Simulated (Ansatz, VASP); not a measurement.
# AlNi3: VASP beside Ansatz

```
Ni Al
1.0
     0.00000    2.80189    2.80189
     2.80189    0.00000    2.80189
     2.80189    2.80189    0.00000
Ni Al
3 1
Direct
  0.75000 0.75000 0.75000
  0.00000 0.00000 0.00000
  0.25000 0.25000 0.25000
  0.50000 0.50000 0.50000
```

The cell comes from a database or a generator and needn't be the stable form of this composition.

Alike in both runs: task single point; functional PBE; k mesh 8 × 8 × 8; occupations fermi-dirac, width 0.05 eV; collinear spin, ferromagnetic start.

|  | VASP | Ansatz |
| --- | --- | --- |
| version | VASP 6.6.1 | Ansatz 0.2.0 |
| potentials or method | VASP PAW PBE potentials, release 64 (Ni, Al) | Ansatz PAW |
| plane-wave cutoff (eV) | 520 | 420 |
| valence electrons in the cell | 33 | 57 |

VASP gave:

| Item | Value |
| --- | --- |
| gap on the k mesh at the Fermi level (eV) | none |
| pressure (GPa) | 7.0 |
| net moment per atom (μB) | 0.00 |

Q: What did Ansatz give for the same quantities?

A: gap on the k mesh at the Fermi level (eV): none; pressure (GPa): 7.1; net moment per atom (μB): 0.00.

A gap of «none» marks a metal or a gap that the smearing closes. The two sets of potentials don't hold the same shells in valence.

Caveats: the starting moments weren't kept (Ansatz).
